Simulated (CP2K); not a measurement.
# BN (F-43m) in CP2K: a series of runs

Aim: see how the results for BN move with the level of theory and the settings. Levels: RPBE, PBEsol, PBE, LDA. Tasks: band structure.

Program: CP2K 2026.2. These are calculated values, not measurements. Logs are shortened: lines on timing, memory, paths and dates and some standing lists are left out, and cuts for length are marked.

**Experimental background.**

A printed reference work, monograph reports, for a bulk crystal of BN at 300 K: band gap 6.4 eV (indirect).

The results are compared with them further down.

## (1) Starting point

Symmetry: F-43m, No. 216, cubic system. Conventional cell: a = 3.626 Å, b = 3.626 Å, c = 3.626 Å, α = 90.00°, β = 90.00°, γ = 90.00°. N (site symmetry -43m) has 4 B at 1.57 Å as nearest neighbours. B (site symmetry -43m) is surrounded by 4 N at 1.57 Å.

The cell is a database's computed one.

## (2) Band structure, RPBE

bn_bands.inp

```
&GLOBAL
  PROJECT bn_bands
  RUN_TYPE ENERGY_FORCE
  PRINT_LEVEL LOW
&END GLOBAL
&FORCE_EVAL
  METHOD QS
  STRESS_TENSOR ANALYTICAL
  &DFT
    BASIS_SET_FILE_NAME BASIS_MOLOPT_UZH
    POTENTIAL_FILE_NAME POTENTIAL_UZH
    &MGRID
      CUTOFF 450
      REL_CUTOFF 60
      NGRIDS 5
    &END MGRID
    &QS
      METHOD GPW
      EPS_DEFAULT 1.0E-10
    &END QS
    &KPOINTS
      SCHEME MONKHORST-PACK 13 13 13
      GAMMA_CENTERED T
      SYMMETRY T
      SYMMETRY_BACKEND SPGLIB
    &END KPOINTS
    &SCF
      SCF_GUESS ATOMIC
      EPS_SCF 1.0E-6
      MAX_SCF 100
      ADDED_MOS 10
      CHOLESKY OFF
      EPS_EIGVAL 1.0E-7
      &DIAGONALIZATION ON
        ALGORITHM STANDARD
      &END DIAGONALIZATION
      &MIXING ON
        METHOD BROYDEN_MIXING
        ALPHA 0.4
        BETA 1.5
        NBUFFER 8
      &END MIXING
      &SMEAR ON
        METHOD FERMI_DIRAC
        ELECTRONIC_TEMPERATURE [K] 580.226
      &END SMEAR
    &END SCF
    &XC
      &XC_FUNCTIONAL
        &GGA_X_RPBE
        &END GGA_X_RPBE
        &GGA_C_PBE
        &END GGA_C_PBE
      &END XC_FUNCTIONAL
    &END XC
    &PRINT
      &KPOINTS ON
      &END KPOINTS
      &MULLIKEN ON
      &END MULLIKEN
      &MO ON
        ENERGIES T
        OCCUPATION_NUMBERS T
        &EACH
          QS_SCF 0
        &END EACH
        ADD_LAST NUMERIC
      &END MO
      &BAND_STRUCTURE
        FILE_NAME bands.bs
        ADDED_MOS 4
        &KPOINT_SET
          UNITS B_VECTOR
          NPOINTS 6
          SPECIAL_POINT GAMMA 0.00000000 0.00000000 0.00000000
          SPECIAL_POINT X 0.50000000 0.00000000 0.50000000
          SPECIAL_POINT W 0.50000000 0.25000000 0.75000000
          SPECIAL_POINT K 0.37500000 0.37500000 0.75000000
          SPECIAL_POINT GAMMA 0.00000000 0.00000000 0.00000000
          SPECIAL_POINT L 0.50000000 0.50000000 0.50000000
          SPECIAL_POINT U 0.62500000 0.25000000 0.62500000
          SPECIAL_POINT W 0.50000000 0.25000000 0.75000000
          SPECIAL_POINT L 0.50000000 0.50000000 0.50000000
          SPECIAL_POINT K 0.37500000 0.37500000 0.75000000
        &END KPOINT_SET
        &KPOINT_SET
          UNITS B_VECTOR
          NPOINTS 6
          SPECIAL_POINT U 0.62500000 0.25000000 0.62500000
          SPECIAL_POINT X 0.50000000 0.00000000 0.50000000
        &END KPOINT_SET
      &END BAND_STRUCTURE
    &END PRINT
  &END DFT
  &SUBSYS
    &CELL
      A 2.5639706028 0.0000000000 0.0000000000
      B 1.2819853014 2.2204636766 0.0000000000
      C 1.2819853014 0.7401545589 2.0934732308
      PERIODIC XYZ
    &END CELL
    &COORD
      N   1.2819853014 0.7401545589 0.5233683077
      B   0.0000000000 0.0000000000 0.0000000000
    &END COORD
    &KIND N
      BASIS_SET TZVP-MOLOPT-PBE-GTH-q5
      POTENTIAL GTH-PBE-q5
    &END KIND
    &KIND B
      BASIS_SET TZVP-MOLOPT-PBE-GTH-q3
      POTENTIAL GTH-PBE-q3
    &END KIND
    &PRINT
      &ATOMIC_COORDINATES ON
      &END ATOMIC_COORDINATES
      &CELL ON
      &END CELL
      &SYMMETRY ON
      &END SYMMETRY
    &END PRINT
  &END SUBSYS
  &PRINT
    &FORCES ON
    &END FORCES
    &STRESS_TENSOR ON
    &END STRESS_TENSOR
  &END PRINT
&END FORCE_EVAL
```

Potentials or basis: POTENTIAL_UZH N GTH-PBE-q5, B GTH-PBE-q3; TZVP-MOLOPT-PBE-GTH basis.

Run with:

```sh
$ OMP_NUM_THREADS=1 cp2k.psmp -i bn_bands.inp -o bn_bands.out
```

bn_bands.out:

```text

 CP2K| version string:                                       CP2K version 2026.2
 CP2K| Input file name                                              bn_bands.inp

 GLOBAL| Force Environment number                                              1
 GLOBAL| Basis set file name                                    BASIS_MOLOPT_UZH
 GLOBAL| Potential file name                                       POTENTIAL_UZH
 GLOBAL| MM Potential file name                                     MM_POTENTIAL
 GLOBAL| Coordinate file name                                      __STD_INPUT__
 GLOBAL| Method name                                                        CP2K
 GLOBAL| Project name                                                   bn_bands
 GLOBAL| Run type                                                   ENERGY_FORCE
 GLOBAL| FFT library                                                       FFTW3
[... 8 lines left out ...]
 GLOBAL| CPU model name                                                  UNKNOWN

 CELL| Volume [angstrom^3]:                                            11.918569
 CELL| Vector a [angstrom]:       2.564     0.000     0.000   |a| =     2.563971
 CELL| Vector b [angstrom]:       1.282     2.220     0.000   |b| =     2.563971
 CELL| Vector c [angstrom]:       1.282     0.740     2.093   |c| =     2.563971
 CELL| Angle (b,c), alpha [degree]:                                    60.000000
 CELL| Angle (a,c), beta  [degree]:                                    60.000000
 CELL| Angle (a,b), gamma [degree]:                                    60.000000
 CELL| Numerically orthorhombic:                                              NO
 CELL| Periodicity                                                           XYZ

 CELL_REF| Volume [angstrom^3]:                                        11.918569
 CELL_REF| Vector a [angstrom     2.564     0.000     0.000   |a| =     2.563971
 CELL_REF| Vector b [angstrom     1.282     2.220     0.000   |b| =     2.563971
 CELL_REF| Vector c [angstrom     1.282     0.740     2.093   |c| =     2.563971
 CELL_REF| Angle (b,c), alpha [degree]:                                60.000000
 CELL_REF| Angle (a,c), beta  [degree]:                                60.000000
 CELL_REF| Angle (a,b), gamma [degree]:                                60.000000
 CELL_REF| Numerically orthorhombic:                                          NO
 CELL_REF| Periodicity                                                       XYZ
[... 9 lines left out ...]
 TOTAL NUMBERS AND MAXIMUM NUMBERS

  Total number of            - Atomic kinds:                                   2
                             - Atoms:                                          2
                             - Shell sets:                                     2
                             - Shells:                                        14
                             - Primitive Cartesian functions:                 10
                             - Cartesian basis functions:                     36
                             - Spherical basis functions:                     34

  Maximum angular momentum of- Orbital basis functions:                        2
                             - Local part of the GTH pseudopotential:          2
                             - Non-local part of the GTH pseudopotential:      0

 MODULE QUICKSTEP: ATOMIC COORDINATES IN ANGSTROM

   Atom Kind Element         X             Y             Z       Z(eff)     Mass
      1    1 N     7      1.281985      0.740155      0.523368   5.0000  14.0067
      2    2 B     5      0.000000      0.000000      0.000000   3.0000  10.8110

 Crystal Symmetry Information
       International Symbol:                                               F-43m
       Point Group Symbol:                                                  -43m
       Schoenflies Symbol:                                                  Td^2
       Number of Symmetry Operations:                                         24

 SCF PARAMETERS         Density guess:                                    ATOMIC
[... 9 lines left out ...]
                        --------------------------------------------------------
                        level_shift [a.u.]:                             0.000000
                        added MOs                                        10    0
                        --------------------------------------------------------
                        Mixing method:                            BROYDEN_MIXING
[... 11 lines left out ...]
 *******************************************************************************
 BRILLOUIN| K-point scheme                                        Monkhorst-Pack
 BRILLOUIN| K-Point grid                                            13   13   13
 BRILLOUIN| Gamma-centered k-point mesh                                     ON
 BRILLOUIN| K-point symmetry accuracy                               0.100000E-05
 BRILLOUIN| K-Point point group symmetrization                                ON
 BRILLOUIN| Symmetry backend                                             SPGLIB
[... 62 lines left out ...]
     3 Broy./Diag. 0.40E+00    4.8     0.16144335       -12.4885945444 -6.46E-01
     4 Broy./Diag. 0.40E+00    4.9     0.20633749       -12.8433637431 -3.55E-01
     5 Broy./Diag. 0.40E+00    4.9     0.02018589       -12.8699199987 -2.66E-02
     6 Broy./Diag. 0.40E+00    4.8     0.02232635       -12.8787086321 -8.79E-03
     7 Broy./Diag. 0.40E+00    4.9     0.00060999       -12.8790838238 -3.75E-04
     8 Broy./Diag. 0.40E+00    4.9     0.00072898       -12.8790896308 -5.81E-06
     9 Broy./Diag. 0.40E+00    4.8     0.00005656       -12.8791098053 -2.02E-05
    10 Broy./Diag. 0.40E+00    5.0     0.00004145       -12.8791005482  9.26E-06
    11 Broy./Diag. 0.40E+00    5.0     0.00001906       -12.8790836173  1.69E-05
    12 Broy./Diag. 0.40E+00    5.0     0.00000174       -12.8790829399  6.77E-07
    13 Broy./Diag. 0.40E+00    4.9     0.00000182       -12.8790848113 -1.87E-06
    14 Broy./Diag. 0.40E+00    4.9     0.00000009       -12.8790849407 -1.29E-07

  *** SCF run converged in    14 steps ***

  Electronic density on regular grids:         -7.9999999996        0.0000000004
  Core density on regular grids:                7.9999999992       -0.0000000008
  Total charge density on r-space grids:       -0.0000000004
  Total charge density g-space grids:          -0.0000000004

  Overlap energy of the core charge distribution:               0.00000009384310
  Self energy of the core charge distribution:                -30.90191424091751
  Core Hamiltonian energy:                                      9.55835757363357
  Hartree energy:                                              12.19336313994388
  Exchange-correlation energy:                                 -3.72889150715350
  Electronic entropic energy:                                  -0.00000000000000
  Fermi energy:                                                 0.42152727086590

  Total energy:                                               -12.87908494065046
  Total energy (extrapolated to T->0):                        -12.87908494065046

 MO| EIGENVALUES AND OCCUPATION NUMBERS FOR K POINT 1
 MO|
 MO|  Index      Eigenvalue [a.u.]        Eigenvalue [eV]             Occupation
 MO|      1              -0.258377              -7.030791               2.000000
 MO|      2              -0.048671              -1.324394               2.000000
 MO|      3               0.262207               7.135017               2.000000
 MO|      4               0.262207               7.135019               2.000000
 MO|      5               0.704143              19.160715               0.000000
 MO|      6               0.725949              19.754076               0.000000
 MO|      7               0.725949              19.754085               0.000000
 MO|      8               0.911974              24.816078               0.000000
 MO|      9               1.230356              33.479700               0.000000
 MO|     10               1.380960              37.577822               0.000000
 MO|     11               1.380978              37.578316               0.000000
 MO|     12               1.440152              39.188531               0.000000
 MO|     13               1.742963              47.428432               0.000000
[... 263 lines left out ...]
 MO|      4               0.266053               7.239660               2.000000
 MO|      5               0.712485              19.387699               0.000000
 MO|      6               0.727045              19.783913               0.000000
 MO|      7               0.731832              19.914172               0.000000
 MO|      8               0.892527              24.286898               0.000000
 MO|      9               1.185578              32.261230               0.000000
 MO|     10               1.297546              35.308012               0.000000
 MO|     11               1.335032              36.328068               0.000000
 MO|     12               1.459822              39.723785               0.000000
 MO|     13               1.772520              48.232726               0.000000
 MO|     14               1.835571              49.948425               0.000000
 MO| Sum:                                                               8.000000
 MO| E(Fermi):            0.421527 a.u.         11.470340 eV
 MO| Band gap:            0.446432 a.u.         12.148038 eV

 [... the levels of further k-points ...]

 !-----------------------------------------------------------------------------!
                     Mulliken Population Analysis

 #  Atom  Element  Kind  Atomic population                           Net charge
       1     N        1          5.682577                             -0.682577
       2     B        2          2.317423                              0.682577
 # Total charge                              8.000000                  0.000000

 !-----------------------------------------------------------------------------!

 KPOINTS| Band Structure Calculation
 KPOINTS| Number of k-point sets                                               2
 KPOINTS| Number of added MOs/bands                                            4
 KPOINTS| Number of k-points in set    1                                      55
 KPOINTS| In units of b-vector [2pi/Bohr]
 KPOINTS| Special point     1       GAMMA     0.000000     0.000000     0.000000
 KPOINTS| Special point     2           X     0.500000     0.000000     0.500000
 KPOINTS| Special point     3           W     0.500000     0.250000     0.750000
 KPOINTS| Special point     4           K     0.375000     0.375000     0.750000
 KPOINTS| Special point     5       GAMMA     0.000000     0.000000     0.000000
 KPOINTS| Special point     6           L     0.500000     0.500000     0.500000
 KPOINTS| Special point     7           U     0.625000     0.250000     0.625000
 KPOINTS| Special point     8           W     0.500000     0.250000     0.750000
 KPOINTS| Special point     9           L     0.500000     0.500000     0.500000
 KPOINTS| Special point    10           K     0.375000     0.375000     0.750000
 KPOINTS| Number of k-points in set    2                                       7
 KPOINTS| In units of b-vector [2pi/Bohr]
 KPOINTS| Special point     1           U     0.625000     0.250000     0.625000
 KPOINTS| Special point     2           X     0.500000     0.000000     0.500000

 ENERGY| Total FORCE_EVAL ( QS ) energy [hartree]            -12.879084955371576

 FORCES| Atomic forces [hartree/bohr]
 FORCES|   Atom     x               y               z               |f|
 FORCES|      1  1.14168849E-07  6.75015652E-08  6.15786721E-08   1.46228999E-07
 FORCES|      2  5.12162809E-10 -1.73337264E-09 -2.25680878E-08   2.26403507E-08
 FORCES| Sum     1.14681012E-07  6.57681926E-08  3.90105843E-08
 FORCES| Total atomic force                                       1.37836915E-07

 STRESS| Analytical stress tensor [bar]
 STRESS|                        x                   y                   z
 STRESS|      x        2.05340583777E+04   7.26965733641E+00   5.05813011539E+00
 STRESS|      y        7.26965733641E+00   2.05269528537E+04   3.38905674578E+00
 STRESS|      z        5.05813011539E+00   3.38905674578E+00   2.05244722592E+04
 STRESS| 1/3 Trace                                             2.05284944968E+04
 STRESS| Determinant                                           8.65109704050E+12

 STRESS| Eigenvectors and eigenvalues of the analytical stress tensor [bar]
 STRESS|                        1                   2                   3
 STRESS| Eigenvalues   2.05221033580E+04   2.05225227751E+04   2.05408573574E+04
 STRESS|      x           0.016989693957     -0.608714165721      0.793207674414
 STRESS|      y          -0.589731948058      0.634536226633      0.499579829988
 STRESS|      z           0.807420324081      0.476267615466      0.348197614466
```

It took 79 s on 1 thread of Arm Neoverse V2, shared host; peak memory 0.23 GiB.

What came out:

| Property | Result |
| --- | --- |
| Free energy | -350.4577 eV |
| Pressure | 2.1 GPa |
| Band gap on the k mesh | 4.65 eV, indirect (least direct gap 8.75 eV) |
| Band gap along the path | 4.57 eV, indirect (least direct gap 8.75 eV) |
| Mulliken charges | N -0.68; B +0.68 e |

Levels at the corners of the path, in eV from the valence-band top:
```
point  band 2  band 3  band 4  band 5  band 6  band 7
    Γ    0.00    0.00    0.00    8.75    8.75    8.75
    X   -8.82   -4.85   -4.85    4.57    9.40   17.77
    W   -7.53   -6.86   -6.41    9.69   13.23   14.57
    K   -8.05   -7.55   -4.04    7.00   12.91   15.75
    Γ    0.00    0.00    0.00    8.75    8.75    8.75
    L  -10.56   -1.93   -1.93   10.13   10.71   10.71
    U   -8.05   -7.55   -4.04    7.00   12.91   15.75
    W   -7.53   -6.86   -6.41    9.69   13.23   14.57
    L  -10.56   -1.93   -1.93   10.13   10.71   10.71
    K   -8.05   -7.55   -4.04    7.00   12.91   15.75
    U   -8.05   -7.55   -4.04    7.00   12.91   15.75
    X   -8.82   -4.85   -4.85    4.57    9.40   17.77
```

Caveat: Mulliken charges move with the basis; the potentials were made for another functional, which shifts forces and pressure; the basis of atomic orbitals isn't converged, which shifts pressures, moduli and gaps.

(Part 1 of 4 ends here.)
